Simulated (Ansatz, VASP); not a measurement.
**CdS in VASP and in Ansatz**

File INCAR:

```
SYSTEM = CdS
ALGO = Normal
EDIFF = 1E-6
ENCUT = 520
GGA = PS
ISIF = 2
ISMEAR = -1
LASPH = .TRUE.
LCHARG = .FALSE.
LREAL = .FALSE.
LWAVE = .FALSE.
NBANDS = 16
NELM = 60
PREC = Accurate
SIGMA = 0.02
```

File KPOINTS:

```
k-points
0
G
  7 7 7
  0 0 0
```

The input POSCAR:

```
CdS
1.0
    0.0000000000      2.8828763328      2.8828763328
    2.8828763328      0.0000000000      2.8828763328
    2.8828763328      2.8828763328      0.0000000000
Cd S
1 1
Direct
    0.0000000000      0.0000000000      0.0000000000
    0.7500000000      0.7500000000      0.7500000000
```

Input for Ansatz:

```yaml
crystal:
  lattice:
    - [0.0, 2.8828763328, 2.8828763328]
    - [2.8828763328, 0.0, 2.8828763328]
    - [2.8828763328, 2.8828763328, 0.0]
  atoms:
    - { symbol: Cd, position: [0.0, 0.0, 0.0] }
    - { symbol: S, position: [0.75, 0.75, 0.75] }
kpoints:
  mp_grid: { grid: [7, 7, 7] }
  band_path:
    path:
      - [0.0, 0.0, 0.0]
      - [-0.5, -0.5, 0.0]
      - [-0.375, -0.375, 0.25]
      - [-0.375, 0.0, 0.375]
      - [0.0, 0.0, 0.0]
      - [0.0, 0.0, 0.5]
      - [-0.5, -0.25, 0.25]
      - [-0.5, -0.5, 0.0]
    npoints: 5
scf:
  occupations: { method: fermi_dirac, width: 0.02 }
hamiltonian:
  xc: pbesol
  pseudopotentials: { kind: all_electron, lapw: { basis_error: 0.0005 } }
output:
  forces: true
  stress: true
  eigenvalues: true
```

Change from the starting cell: volume scaled by 0.94.

Alike in both runs: task single point; functional PBEsol; k mesh 7 × 7 × 7; occupations fermi-dirac, width 0.02 eV; no spin polarisation.

|  | VASP | Ansatz |
| --- | --- | --- |
| version | VASP 6.6.1 | Ansatz 0.2.0 |
| potentials or method | VASP PAW PBE potentials, release 64 (Cd, S) | all-electron LAPW, scalar-relativistic |
| plane-wave cutoff (eV) | 520 | see its input |

|  | VASP | Ansatz | Ansatz less VASP |
| --- | --- | --- | --- |
| gap on the k mesh at the Fermi level (eV) | 1.08 | 1.07 | -0.006 |
| pressure (GPa) | 2.5 | 2.0 | -0.42 |

Ansatz ran all-electron here, so the differences hold the error of VASP's frozen core and of both bases.

Caveats: the PAW data sets were made with another functional, which shifts forces and pressure a little (VASP).
